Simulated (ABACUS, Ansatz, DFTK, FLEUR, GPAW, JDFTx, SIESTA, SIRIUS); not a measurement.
LiCl: programs and potentials compared

```
Cl Li
1.0
     0.00000    2.56477    2.56477
     2.56477    0.00000    2.56477
     2.56477    2.56477    0.00000
Cl Li
1 1
Cartesian
  2.5648 2.5648 2.5648
  0.0000 0.0000 0.0000
```

Alike in all runs: task equation of state; functional PBEsol; k mesh 9 × 9 × 9; occupations fermi-dirac, width 0.05 eV; no spin polarisation; no spin-orbit coupling.

```csv
program and potentials,plane-wave cutoff (eV),notes,equilibrium volume (Å³/atom),bulk modulus (GPa)
"ABACUS, PseudoDojo NC SR 0.4.1 PBEsol standard, plane waves",1007,-,16.22,35.1
"SIRIUS, all-electron FP-LAPW, apw+lo standard",-,-,16.22,35.2
"FLEUR, all-electron, FLAPW",-,-,16.23,35.1
"Ansatz, all-electron LAPW, scalar-relativistic",-,-,16.23,35.1
"DFTK, PseudoDojo SR PBEsol 0.4.1 standard (PBEsol)",1007,-,16.23,35.1
"SIRIUS, PseudoDojo 0.4.1 PBEsol standard (scalar relativistic)",1030,-,16.22,35.1
"SIESTA, files PseudoDojo sr-pbesol-0.4.1-standard, DZP (energy shift 0.003 Ry; two zetas on semicore shells)",-,atomic basis,16.37,33.6
"GPAW, PAW data sets generated for this functional",800,-,16.29,35.0
"JDFTx, PseudoDojo-SR-PBEsol-0.4.1-standard with smoothed tails",1007,-,16.23,35.1
```

The equilibrium volume spans 16.22 (SIRIUS, all-electron FP-LAPW, apw+lo standard) to 16.37 Å³/atom (SIESTA, files PseudoDojo sr-pbesol-0.4.1-standard, DZP (energy shift 0.003 Ry; two zetas on semicore shells)), with all-electron results at 16.22 to 16.23. The bulk modulus spans 33.6 (SIESTA, files PseudoDojo sr-pbesol-0.4.1-standard, DZP (energy shift 0.003 Ry; two zetas on semicore shells)) to 35.2 GPa (SIRIUS, all-electron FP-LAPW, apw+lo standard), with all-electron results at 35.1 to 35.2. The bulk modulus of SIESTA, files PseudoDojo sr-pbesol-0.4.1-standard, DZP (energy shift 0.003 Ry; two zetas on semicore shells) lies far from the others; the cause wasn't traced. Rows in atomic bases carry the error of their basis and grid, which can be large.

Differences between rows come from potentials, basis sets and numerical settings, since the functional is the same but for its coding. Runs on potential files found faulty are left out.
